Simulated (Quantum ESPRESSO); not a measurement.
# In (I4/mmm) in Quantum ESPRESSO: reference runs

How does In come out in PBE? The cell is run as given and disturbed, then over a range of volumes.

All numbers are computed with Quantum ESPRESSO 7.5; they aren't measurements. Logs are shortened: lines on timing, memory, paths and dates and some standing lists are left out, and cuts for length are marked.

## Step 1: The crystal as given

It takes space group I4/mmm (No. 139, tetragonal). Conventional cell: a = 3.251 Å, b = 3.251 Å, c = 4.947 Å, α = 90.00°, β = 90.00°, γ = 90.00°. In (site symmetry 4/mmm) has 12 In at 3.25 to 3.38 Å as nearest neighbours.

## Step 2: Single point, PBE

The input, pw.in:

```
&CONTROL
  calculation = 'scf'
  prefix = 'pwscf'
  outdir = './tmp'
  pseudo_dir = './pseudo'
  tprnfor = .true.
  tstress = .true.
  disk_io = 'nowf'
/
&SYSTEM
  ibrav = 0
  nat = 1
  ntyp = 1
  ecutwfc = 55
  ecutrho = 440
  nbnd = 12
  occupations = 'smearing'
  smearing = 'fd'
  degauss = 0.00367493
/
&ELECTRONS
  conv_thr = 2d-10
  electron_maxstep = 120
  mixing_beta = 0.5
/
ATOMIC_SPECIES
In   114.8180 In.pbe-dn-rrkjus_psl.0.2.2.UPF
CELL_PARAMETERS angstrom
  -1.6254700000    1.6254700000    2.4737000000
   1.6254700000   -1.6254700000    2.4737000000
   1.6254700000    1.6254700000   -2.4737000000
ATOMIC_POSITIONS crystal
In     0.0000000000    0.0000000000    0.0000000000
K_POINTS automatic
11 11 11 0 0 0
```

Potentials or basis: SSSP 1.3 efficiency PBE.

Started as:

```bash
> OMP_NUM_THREADS=1 pw.x -in pw.in > pw.out
```

pw.out:

```text
This program is part of the open-source Quantum ESPRESSO suite
     for quantum simulation of materials; please cite
         "P. Giannozzi et al., J. Phys.:Condens. Matter 21 395502 (2009);
         "P. Giannozzi et al., J. Phys.:Condens. Matter 29 465901 (2017);
         "P. Giannozzi et al., J. Chem. Phys. 152 154105 (2020);
     in publications or presentations arising from this work. More details at

     file In.pbe-dn-rrkjus_psl.0.2.2.UPF: wavefunction(s)  5S renormalized
     Message from routine setup:
     using ibrav=0 with symmetry is DISCOURAGED, use correct ibrav instead

     Subspace diagonalization in iterative solution of the eigenvalue problem:
     a serial algorithm will be used

     G-vector sticks info
     --------------------
     sticks:   dense  smooth     PW     G-vecs:    dense   smooth      PW
     Sum        1427     711    231                27447     9803    1809

     Using Slab Decomposition

     bravais-lattice index     =            0
     lattice parameter (alat)  =       6.3814  a.u.
     unit-cell volume          =     176.4256 (a.u.)^3
     number of atoms/cell      =            1
     number of atomic types    =            1
     number of electrons       =        13.00
     number of Kohn-Sham states=           12
     kinetic-energy cutoff     =      55.0000  Ry
     charge density cutoff     =     440.0000  Ry
     scf convergence threshold =      2.0E-10
     mixing beta               =       0.5000
     number of iterations used =            8  plain     mixing
     Exchange-correlation= PBE
                           (   1   4   3   4   0   0   0)

     celldm(1)=   6.381428  celldm(2)=   0.000000  celldm(3)=   0.000000
     celldm(4)=   0.000000  celldm(5)=   0.000000  celldm(6)=   0.000000

     crystal axes: (cart. coord. in units of alat)
               a(1) = (  -0.481349   0.481349   0.732534 )
               a(2) = (   0.481349  -0.481349   0.732534 )
               a(3) = (   0.481349   0.481349  -0.732534 )

     reciprocal axes: (cart. coord. in units 2 pi/alat)
               b(1) = (  0.000000  1.038748  0.682562 )
               b(2) = (  1.038748  0.000000  0.682562 )
               b(3) = (  1.038748  1.038748  0.000000 )

     PseudoPot. # 1 for In read from file:
     In.pbe-dn-rrkjus_psl.0.2.2.UPF
     Pseudo is Ultrasoft + core correction, Zval = 13.0
     Generated using "atomic" code by A. Dal Corso  v.5.0.99 svn rev. 10869
     Using radial grid of 1241 points,  6 beta functions with:
                l(1) =   0
                l(2) =   0
                l(3) =   1
                l(4) =   1
                l(5) =   2
                l(6) =   2
     Q(r) pseudized with 0 coefficients

     atomic species   valence    mass     pseudopotential
     In               13.00   114.81800     In( 1.00)

     16 Sym. Ops., with inversion, found

   Cartesian axes

     site n.     atom                  positions (alat units)
         1        In     tau(   1) = (   0.0000000   0.0000000   0.0000000  )

     number of k points=   126  Fermi-Dirac smearing, width (Ry)=  0.0037

     Number of k-points >= 100: set verbosity='high' to print them.

     Dense  grid:    27447 G-vectors     FFT dimensions: (  45,  45,  45)

     Smooth grid:     9803 G-vectors     FFT dimensions: (  32,  32,  32)

     Initial potential from superposition of free atoms

     starting charge      12.9963, renormalised to      13.0000
     Starting wfcs are    9 randomized atomic wfcs +    3 random wfcs

     Self-consistent Calculation

     iteration #  1     ecut=    55.00 Ry     beta= 0.50
     Davidson diagonalization with overlap
     ethr =  1.00E-02,  avg # of iterations =  5.8

     Threshold (ethr) on eigenvalues was too large:
     Diagonalizing with lowered threshold

     Davidson diagonalization with overlap
     ethr =  4.76E-05,  avg # of iterations =  7.0

     total energy              =    -144.84064975 Ry
     estimated scf accuracy    <       0.00634437 Ry

     iteration #  2     ecut=    55.00 Ry     beta= 0.50
     Davidson diagonalization with overlap
     ethr =  4.88E-05,  avg # of iterations =  1.4

     total energy              =    -144.84152006 Ry
     estimated scf accuracy    <       0.00040575 Ry

     iteration #  3     ecut=    55.00 Ry     beta= 0.50
     Davidson diagonalization with overlap
     c_bands:  1 eigenvalues not converged
     c_bands:  1 eigenvalues not converged
     ethr =  3.12E-06,  avg # of iterations =  4.4

     total energy              =    -144.84163405 Ry
     estimated scf accuracy    <       0.00009850 Ry

     iteration #  4     ecut=    55.00 Ry     beta= 0.50
     Davidson diagonalization with overlap
     ethr =  7.58E-07,  avg # of iterations =  2.4

     total energy              =    -144.84163741 Ry
     estimated scf accuracy    <       0.00002825 Ry

     iteration #  5     ecut=    55.00 Ry     beta= 0.50
     Davidson diagonalization with overlap
     ethr =  2.17E-07,  avg # of iterations =  2.0

     total energy              =    -144.84164273 Ry
     estimated scf accuracy    <       0.00000014 Ry

     iteration #  6     ecut=    55.00 Ry     beta= 0.50
     Davidson diagonalization with overlap
     ethr =  1.09E-09,  avg # of iterations =  5.7

     total energy              =    -144.84164324 Ry
     estimated scf accuracy    <       0.00000029 Ry

     iteration #  7     ecut=    55.00 Ry     beta= 0.50
     Davidson diagonalization with overlap
     ethr =  1.09E-09,  avg # of iterations =  2.1

     total energy              =    -144.84164325 Ry
     estimated scf accuracy    <       0.00000002 Ry

     iteration #  8     ecut=    55.00 Ry     beta= 0.50
     Davidson diagonalization with overlap
     ethr =  1.69E-10,  avg # of iterations =  3.9

     total energy              =    -144.84164327 Ry
     estimated scf accuracy    <       0.00000001 Ry

     iteration #  9     ecut=    55.00 Ry     beta= 0.50
     Davidson diagonalization with overlap
     ethr =  8.92E-11,  avg # of iterations =  1.0

     total energy              =    -144.84164327 Ry
     estimated scf accuracy    <          3.3E-09 Ry

     iteration # 10     ecut=    55.00 Ry     beta= 0.50
     Davidson diagonalization with overlap
     ethr =  2.56E-11,  avg # of iterations =  2.1

     End of self-consistent calculation

     Number of k-points >= 100: set verbosity='high' to print the bands.

     the Fermi energy is    10.0877 ev

!    total energy              =    -144.84164327 Ry
     estimated scf accuracy    <          7.8E-11 Ry
     smearing contrib. (-TS)   =      -0.00028667 Ry
     internal energy E=F+TS    =    -144.84135659 Ry

     The total energy is F=E-TS. E is the sum of the following terms:
     one-electron contribution =     -43.94609700 Ry
     hartree contribution      =      33.76040117 Ry
     xc contribution           =     -47.63568050 Ry
     ewald contribution        =     -87.01998026 Ry

     convergence has been achieved in  10 iterations

     Forces acting on atoms (cartesian axes, Ry/au):

     atom    1 type  1   force =     0.00000000    0.00000000    0.00000000

     Total force =     0.000000     Total SCF correction =     0.000000

     Computing stress (Cartesian axis) and pressure

          total   stress  (Ry/bohr**3)                   (kbar)     P=       19.76
   0.00014660   0.00000000   0.00000000           21.57        0.00        0.00
   0.00000000   0.00014660   0.00000000            0.00       21.57        0.00
  -0.00000000   0.00000000   0.00010976           -0.00        0.00       16.15

=------------------------------------------------------------------------------=
   JOB DONE.
=------------------------------------------------------------------------------=
```

Wall time 20 s (1 thread of Intel Xeon 6975P-C (Granite Rapids), shared host); peak memory 0.17 GiB.

Results:

```yaml
Free_energy: -1970.6709 eV
Pressure: 2.0 GPa
Band_gap_on_the_k_mesh: none (metal or under the smearing width)
```

Stress tensor (GPa, compression positive):
```
2.16 0.00 0.00
0.00 2.16 0.00
0.00 0.00 1.61
```

## Step 3: Single point, PBE (cell strained at random at fixed volume)

Changes to pw.in since step 2:

```diff
@@ -28,7 +28,7 @@
 CELL_PARAMETERS angstrom
-  -1.6254700000    1.6254700000    2.4737000000
-   1.6254700000   -1.6254700000    2.4737000000
-   1.6254700000    1.6254700000   -2.4737000000
+  -1.6429890000    1.5767760000    2.4320890000
+   1.6580180000   -1.6317970000    2.4781180000
+   1.6519890000    1.6407960000   -2.4682430000
 ATOMIC_POSITIONS crystal
-In     0.0000000000    0.0000000000    0.0000000000
+In    -0.0085280000    0.0031470000   -0.0000280000
 K_POINTS automatic
```

Potentials or basis: SSSP 1.3 efficiency PBE.

Started as:

```bash
> OMP_NUM_THREADS=1 pw.x -in pw.in > pw.out
```

pw.out:

```text
This program is part of the open-source Quantum ESPRESSO suite
     for quantum simulation of materials; please cite
         "P. Giannozzi et al., J. Phys.:Condens. Matter 21 395502 (2009);
         "P. Giannozzi et al., J. Phys.:Condens. Matter 29 465901 (2017);
         "P. Giannozzi et al., J. Chem. Phys. 152 154105 (2020);
     in publications or presentations arising from this work. More details at

     file In.pbe-dn-rrkjus_psl.0.2.2.UPF: wavefunction(s)  5S renormalized

     Subspace diagonalization in iterative solution of the eigenvalue problem:
     a serial algorithm will be used

     G-vector sticks info
     --------------------
     sticks:   dense  smooth     PW     G-vecs:    dense   smooth      PW
     Sum        1407     705    251                27515     9727    2071

     Using Slab Decomposition

     bravais-lattice index     =            0
     lattice parameter (alat)  =       6.2961  a.u.
     unit-cell volume          =     176.4256 (a.u.)^3
     number of atoms/cell      =            1
     number of atomic types    =            1
     number of electrons       =        13.00
     number of Kohn-Sham states=           12
     kinetic-energy cutoff     =      55.0000  Ry
     charge density cutoff     =     440.0000  Ry
     scf convergence threshold =      2.0E-10
     mixing beta               =       0.5000
     number of iterations used =            8  plain     mixing
     Exchange-correlation= PBE
                           (   1   4   3   4   0   0   0)

     celldm(1)=   6.296133  celldm(2)=   0.000000  celldm(3)=   0.000000
     celldm(4)=   0.000000  celldm(5)=   0.000000  celldm(6)=   0.000000
[... 33 lines left out ...]

     number of k points=   666  Fermi-Dirac smearing, width (Ry)=  0.0037

     Number of k-points >= 100: set verbosity='high' to print them.

     Dense  grid:    27515 G-vectors     FFT dimensions: (  45,  45,  45)

     Smooth grid:     9727 G-vectors     FFT dimensions: (  30,  32,  32)

     Initial potential from superposition of free atoms

     starting charge      12.9963, renormalised to      13.0000
     Starting wfcs are    9 randomized atomic wfcs +    3 random wfcs

     Self-consistent Calculation

     iteration #  1     ecut=    55.00 Ry     beta= 0.50
     Davidson diagonalization with overlap
     ethr =  1.00E-02,  avg # of iterations =  5.8

     Threshold (ethr) on eigenvalues was too large:
     Diagonalizing with lowered threshold

     Davidson diagonalization with overlap
     c_bands:  1 eigenvalues not converged
     c_bands:  1 eigenvalues not converged
     c_bands:  1 eigenvalues not converged
     c_bands:  1 eigenvalues not converged
     c_bands:  1 eigenvalues not converged
     c_bands:  1 eigenvalues not converged
     ethr =  4.77E-05,  avg # of iterations =  7.4
[... 63 lines left out ...]
     iteration # 10     ecut=    55.00 Ry     beta= 0.50
     Davidson diagonalization with overlap
     ethr =  1.82E-11,  avg # of iterations =  2.0

     End of self-consistent calculation

     Number of k-points >= 100: set verbosity='high' to print the bands.

     the Fermi energy is    10.0679 ev

!    total energy              =    -144.84153766 Ry
     estimated scf accuracy    <          6.6E-12 Ry
     smearing contrib. (-TS)   =      -0.00032194 Ry
     internal energy E=F+TS    =    -144.84121572 Ry

     The total energy is F=E-TS. E is the sum of the following terms:
     one-electron contribution =     -43.96288944 Ry
     hartree contribution      =      33.76841871 Ry
     xc contribution           =     -47.63580220 Ry
     ewald contribution        =     -87.01094280 Ry

     convergence has been achieved in  10 iterations

     Forces acting on atoms (cartesian axes, Ry/au):

     atom    1 type  1   force =     0.00000000    0.00000000    0.00000000

     Total force =     0.000000     Total SCF correction =     0.000000

     Computing stress (Cartesian axis) and pressure

          total   stress  (Ry/bohr**3)                   (kbar)     P=       19.94
   0.00011572  -0.00000055  -0.00000195           17.02       -0.08       -0.29
  -0.00000055   0.00019294   0.00001910           -0.08       28.38        2.81
  -0.00000195   0.00001910   0.00009796           -0.29        2.81       14.41

=------------------------------------------------------------------------------=
   JOB DONE.
=------------------------------------------------------------------------------=
```

It took 90 s on 1 thread of Intel Xeon 6975P-C (Granite Rapids), shared host; peak memory 0.29 GiB.

What came out:

- Free energy: -1970.6695 eV
- Pressure: 2.0 GPa
- Band gap on the k mesh: none (metal or under the smearing width)

## Step 4: Single point, PBE, 24.57 Å³/atom

Changes to pw.in since step 3:

```diff
@@ -28,7 +28,7 @@
 CELL_PARAMETERS angstrom
-  -1.6429890000    1.5767760000    2.4320890000
-   1.6580180000   -1.6317970000    2.4781180000
-   1.6519890000    1.6407960000   -2.4682430000
+  -1.5922878321    1.5922878321    2.4232021571
+   1.5922878321   -1.5922878321    2.4232021571
+   1.5922878321    1.5922878321   -2.4232021571
 ATOMIC_POSITIONS crystal
-In    -0.0085280000    0.0031470000   -0.0000280000
+In     0.0000000000    0.0000000000    0.0000000000
 K_POINTS automatic
```

Started as:

```bash
> OMP_NUM_THREADS=1 pw.x -in pw.in > pw.out
```

It took 21 s on 1 thread of Intel Xeon 6975P-C (Granite Rapids), shared host; peak memory 0.16 GiB.

Results (log left out):

```
Free energy            : -1970.6360 eV
Pressure               : 5.2 GPa
Band gap on the k mesh : none (metal or under the smearing width)
```

(Part 1 of 2 ends here.)
